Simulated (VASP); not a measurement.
A run of VASP 6.6.1 is set up as follows.

Contents of INCAR:

```
ALGO = Normal
EDIFF = 1E-6
EDIFFG = -0.01
ENCUT = 600
GGA = PE
IBRION = 2
ISIF = 3
ISMEAR = 0
LASPH = True
LCHARG = False
LREAL = False
LWAVE = False
NELM = 80
NSW = 90
PREC = Accurate
SIGMA = 0.03
```

File KPOINTS:

```
k-points
0
Gamma
  10 10 10
```

POSCAR

```
KF
1.0
    0.0000000000      2.6718500000      2.6718500000
    2.6718500000      0.0000000000      2.6718500000
    2.6718500000      2.6718500000      0.0000000000
K F
1 1
Direct
    0.0000000000      0.0000000000      0.0000000000
    0.5000000000      0.5000000000      0.5000000000
```

Potentials or basis: VASP PAW PBE potentials, release 64 (K_sv, F).

Launch:

```sh
$ cat potpaw_PBE.64/K_sv/POTCAR potpaw_PBE.64/F/POTCAR > POTCAR
$ mpirun -np 1 vasp_std > vasp.out
```

Problem. Predict the space group after relaxing (to 0.05 Å).

Solution. Fm-3m (No. 225).

Problem. Predict the relaxed cell.

Solution. a = 3.833 Å, b = 3.833 Å, c = 3.833 Å, α = 60.00°, β = 60.00°, γ = 60.00°.

Final structure:
```xyz
2
Lattice="0.0000 2.7107 2.7107 2.7107 0.0000 2.7107 2.7107 2.7107 0.0000" Properties=species:S:1:pos:R:3 pbc="T T T"
K     0.0000    0.0000    0.0000
F     2.7107    2.7107    2.7107
```

PBE usually gives volumes a little too large and moduli too small. Zero-point motion and thermal expansion aren't in these numbers.
